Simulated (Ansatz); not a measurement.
# TePt: frozen-core PAW against all-electron methods

```yaml
crystal:
  lattice:
    - [4.13823, 0.00000, 0.00000]
    - [-2.06911, 3.58381, 0.00000]
    - [0.00000, 0.00000, 5.48207]
  atoms:
    - { symbol: Te, position: [0.33333, 0.66667, 0.25000] }
    - { symbol: Te, position: [0.66667, 0.33333, 0.75000] }
    - { symbol: Pt, position: [0.00000, 0.00000, 0.00000] }
    - { symbol: Pt, position: [0.00000, 0.00000, 0.50000] }
```

Atoms are numbered in the order listed.

The geometry is COD entry 1523756, unchecked; take it as a test cell. The listed cell was then made from it by scaling, straining or moving an atom.

No spin–orbit coupling, which matters for the heavy atoms here.

Levels of theory: DFT, LDA, PAW with Ansatz's default frozen-core files, scalar-relativistic (Ansatz 0.2.0); DFT, LDA, all-electron LAPW, scalar-relativistic (Ansatz 0.2.0).

For PAW: a Γ-centred 9×9×6 k mesh, Fermi–Dirac smearing of 0.05 eV, cutoff 420 eV, no spin polarisation; the PAW files were made with PBE, and the program remakes their frozen cores for this functional. LAPW targets a basis error of 1 meV/atom. The Ansatz runs share mesh, smearing and spin set-up. Plane-wave (PAW) pressures include the program's estimate of the Pulay term.

Stress and pressure are positive in compression.

The change that made this cell: volume scaled by 1.02.

PAW results:

```
       quantity   PAW
 pressure (GPa)  5.07
stress xx (GPa)  5.37
stress zz (GPa)  4.46
```

(1) What does LAPW (all electrons) give for the same quantities?

Results:

(1) 
| quantity | LAPW |
| --- | --- |
| pressure (GPa) | 5.09 |
| stress xx (GPa) | 5.40 |
| stress zz (GPa) | 4.48 |
